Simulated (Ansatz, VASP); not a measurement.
# Re: VASP beside Ansatz

File INCAR:

```
SYSTEM = Re
PREC = Accurate ; ENCUT = 600
EDIFF = 1E-6 ; ISMEAR = -1
SIGMA = 0.05 ; LREAL = .False.
LASPH = .True. ; NELM = 60
ALGO = Normal ; ISIF = 3
LWAVE = .False. ; LCHARG = .False.
IBRION = 2 ; NSW = 45
EDIFFG = -0.005
```

Contents of KPOINTS:

```
regular mesh
0
Gamma
  18 18 18
  0 0 0
```

The input POSCAR:

```
Re
1.0
    0.0000000000      1.9303324817      1.9303324817
    1.9303324817      0.0000000000      1.9303324817
    1.9303324817      1.9303324817      0.0000000000
Re
1
Direct
    0.0000000000      0.0000000000      0.0000000000
```

Input for Ansatz:

```yaml
crystal:
  lattice:
    - [0.0, 1.9303324817, 1.9303324817]
    - [1.9303324817, 0.0, 1.9303324817]
    - [1.9303324817, 1.9303324817, 0.0]
  atoms:
    - { symbol: Re, position: [0.0, 0.0, 0.0] }
kpoints:
  mp_grid: { grid: [18, 18, 18] }
scf:
  occupations: { method: fermi_dirac, width: 0.05 }
hamiltonian:
  xc: lda
  pseudopotentials: { kind: all_electron, lapw: { basis_error: 0.0005 } }
output:
  forces: true
  stress: true
  eigenvalues: true
  populations: true
relax:
  f_tol: 0.005
  max_steps: 25
  cell: {}
```

Alike in both runs: task relaxation of cell and atoms; functional LDA; k mesh 18 × 18 × 18; occupations fermi-dirac, width 0.05 eV; no spin polarisation.

```csv
,VASP,Ansatz
version,VASP 6.6.1,Ansatz 0.2.0
potentials or method,"VASP PAW LDA potentials, release 64 (Re)","all-electron LAPW, scalar-relativistic"
plane-wave cutoff (eV),600,see its input
```

Ansatz gave:

* relaxed volume (Å³/atom): 14.39
* relaxed cell length with the largest relative difference (Å): 2.730

Q: Which values does VASP return?

A: Relaxed volume (Å³/atom): 14.44; relaxed cell length with the largest relative difference (Å): 2.733.

Ansatz ran all-electron here, so the differences hold the error of VASP's frozen core and of both bases.

The runs have no spin-orbit coupling, so splittings on Re are missing.
